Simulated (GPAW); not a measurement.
Input of a GPAW 26.7.0 run:

The input run.py:

```python
import spglib
from ase import Atoms
from ase.dft.bandgap import bandgap
from ase.io import read, write
from gpaw import GPAW

atoms = read('ZnS.cif')
cell, positions, numbers = spglib.find_primitive(
    (atoms.cell[:], atoms.get_scaled_positions(), atoms.numbers), symprec=1e-4)
atoms = Atoms(numbers, cell=cell, scaled_positions=positions, pbc=True)

calc = GPAW(mode='fd',
            h=0.16,
            xc='PBE',
            kpts={'size': (7, 7, 7), 'gamma': True},
            occupations={'name': 'fermi-dirac', 'width': 0.05},
            nbands=18,
            convergence={'density': 1e-05, 'energy': 1e-05},
            maxiter=150,
            txt='gpaw.txt')
atoms.calc = calc
energy = atoms.get_potential_energy()
forces = atoms.get_forces()
calc.write('gs.gpw')
write('result.traj', atoms)
print(f'Energy: {energy:.6f} eV')
print('Forces (eV/A):')
print(forces.round(4))
print('Fermi level:', round(calc.get_fermi_level(), 4), 'eV')
print(f'Gap: {bandgap(calc)[0]:.4f} eV, direct: {bandgap(calc, direct=True)[0]:.4f} eV')

path = atoms.cell.bandpath('GXWKGLUWLK,UX', npoints=60, eps=1e-4)
bs_calc = calc.fixed_density(kpts=path, symmetry='off', nbands=28,
                             convergence={'bands': 'CBM+6.0', 'eigenstates': 1e-6}, txt='bands.txt')
bs = bs_calc.band_structure()
bs.write('bs.json')
print(f'Gap on the path: {bandgap(bs_calc)[0]:.4f} eV')
```

File ZnS.cif:

```cif
data_ZnS
_cell_length_a 5.40400000
_cell_length_b 5.40400000
_cell_length_c 5.40400000
_cell_angle_alpha 90.00000000
_cell_angle_beta 90.00000000
_cell_angle_gamma 90.00000000
_space_group_name_H-M_alt 'F-43m'
_space_group_name_Hall 'F -4 2 3'
_space_group_IT_number 216
loop_
_space_group_symop_operation_xyz
'x,y,z'
'y,-x,-z'
'-x,-y,z'
'-y,x,-z'
'x,-y,-z'
'y,x,z'
'-x,y,-z'
'-y,-x,z'
'z,x,y'
'-z,y,-x'
'z,-x,-y'
'-z,-y,x'
'-z,x,-y'
'z,y,x'
'-z,-x,y'
'z,-y,-x'
'y,z,x'
'-x,-z,y'
'-y,z,-x'
'x,-z,-y'
'-y,-z,x'
'x,z,y'
'y,-z,-x'
'-x,z,-y'
'x,y+1/2,z+1/2'
'y,-x+1/2,-z+1/2'
'-x,-y+1/2,z+1/2'
'-y,x+1/2,-z+1/2'
'x,-y+1/2,-z+1/2'
'y,x+1/2,z+1/2'
'-x,y+1/2,-z+1/2'
'-y,-x+1/2,z+1/2'
'z,x+1/2,y+1/2'
'-z,y+1/2,-x+1/2'
'z,-x+1/2,-y+1/2'
'-z,-y+1/2,x+1/2'
'-z,x+1/2,-y+1/2'
'z,y+1/2,x+1/2'
'-z,-x+1/2,y+1/2'
'z,-y+1/2,-x+1/2'
'y,z+1/2,x+1/2'
'-x,-z+1/2,y+1/2'
'-y,z+1/2,-x+1/2'
'x,-z+1/2,-y+1/2'
'-y,-z+1/2,x+1/2'
'x,z+1/2,y+1/2'
'y,-z+1/2,-x+1/2'
'-x,z+1/2,-y+1/2'
'x+1/2,y,z+1/2'
'y+1/2,-x,-z+1/2'
'-x+1/2,-y,z+1/2'
'-y+1/2,x,-z+1/2'
'x+1/2,-y,-z+1/2'
'y+1/2,x,z+1/2'
'-x+1/2,y,-z+1/2'
'-y+1/2,-x,z+1/2'
'z+1/2,x,y+1/2'
'-z+1/2,y,-x+1/2'
'z+1/2,-x,-y+1/2'
'-z+1/2,-y,x+1/2'
'-z+1/2,x,-y+1/2'
'z+1/2,y,x+1/2'
'-z+1/2,-x,y+1/2'
'z+1/2,-y,-x+1/2'
'y+1/2,z,x+1/2'
'-x+1/2,-z,y+1/2'
'-y+1/2,z,-x+1/2'
'x+1/2,-z,-y+1/2'
'-y+1/2,-z,x+1/2'
'x+1/2,z,y+1/2'
'y+1/2,-z,-x+1/2'
'-x+1/2,z,-y+1/2'
'x+1/2,y+1/2,z'
'y+1/2,-x+1/2,-z'
'-x+1/2,-y+1/2,z'
'-y+1/2,x+1/2,-z'
'x+1/2,-y+1/2,-z'
'y+1/2,x+1/2,z'
'-x+1/2,y+1/2,-z'
'-y+1/2,-x+1/2,z'
'z+1/2,x+1/2,y'
'-z+1/2,y+1/2,-x'
'z+1/2,-x+1/2,-y'
'-z+1/2,-y+1/2,x'
'-z+1/2,x+1/2,-y'
'z+1/2,y+1/2,x'
'-z+1/2,-x+1/2,y'
'z+1/2,-y+1/2,-x'
'y+1/2,z+1/2,x'
'-x+1/2,-z+1/2,y'
'-y+1/2,z+1/2,-x'
'x+1/2,-z+1/2,-y'
'-y+1/2,-z+1/2,x'
'x+1/2,z+1/2,y'
'y+1/2,-z+1/2,-x'
'-x+1/2,z+1/2,-y'
loop_
_atom_site_label
_atom_site_type_symbol
_atom_site_symmetry_multiplicity
_atom_site_Wyckoff_symbol
_atom_site_fract_x
_atom_site_fract_y
_atom_site_fract_z
_atom_site_occupancy
Zn1 Zn 4 c 0.2500000000 0.2500000000 0.2500000000 1
S1 S 4 a 0.0000000000 0.0000000000 0.0000000000 1
```

Potentials or basis: GPAW PAW data sets (gpaw-data 1.2.1), fd.

Run with:

```sh
$ OMP_NUM_THREADS=1 python run.py
```

Problem. Estimate the band gap on the k mesh.

Solution. 2.10 eV, direct.

Problem. What does it give for the band gap along the path?

Solution. 2.10 eV, direct.

Levels at the corners of the path, in eV from the valence-band top:
```
point  band 5  band 6  band 7  band 8  band 9  band 10  band 11  band 12  band 13
    Γ   -5.82   -5.82    0.00    0.00    0.00     2.10     6.37     6.37     6.37
    X   -5.75   -5.61   -4.55   -2.22   -2.22     3.40     4.07    10.96    11.93
    W   -5.86   -5.42   -4.58   -2.75   -2.71     5.68     6.03     7.85     8.19
    K   -5.79   -5.48   -4.61   -3.11   -1.80     4.12     5.95     9.35     9.73
    Γ   -5.82   -5.82    0.00    0.00    0.00     2.10     6.37     6.37     6.37
    L   -5.79   -5.62   -5.29   -0.87   -0.87     3.30     6.89     6.89     8.86
    U   -5.79   -5.48   -4.61   -3.11   -1.80     4.12     5.95     9.35     9.73
    W   -5.86   -5.42   -4.58   -2.75   -2.71     5.68     6.03     7.85     8.19
    L   -5.79   -5.62   -5.29   -0.87   -0.87     3.30     6.89     6.89     8.86
    K   -5.79   -5.48   -4.61   -3.11   -1.80     4.12     5.95     9.35     9.73
    U   -5.79   -5.48   -4.61   -3.11   -1.80     4.12     5.95     9.35     9.73
    X   -5.75   -5.61   -4.55   -2.22   -2.22     3.40     4.07    10.96    11.93
```

Caveat: the real-space grid adds noise to forces.

**Measured values to compare with.**

“Electronic, vibrational, and thermodynamic properties of ZnS (zincblende and rocksalt structure)”, 2009, arxiv:0911.5022 quotes, for a bulk crystal of ZnS at 19 K: band gap 3.85 eV (direct).

Against the measured gap of ZnS, 3.85 eV (direct; 19 K; quoted in “Electronic, vibrational, and thermodynamic properties of ZnS (zincblende and rocksalt structure)”, 2009, arxiv:0911.5022), the calculated 2.10 eV is off by -1.75 eV. The value is that of PBE, without temperature or zero-point motion. Semilocal functionals fall short of measured gaps as a rule.
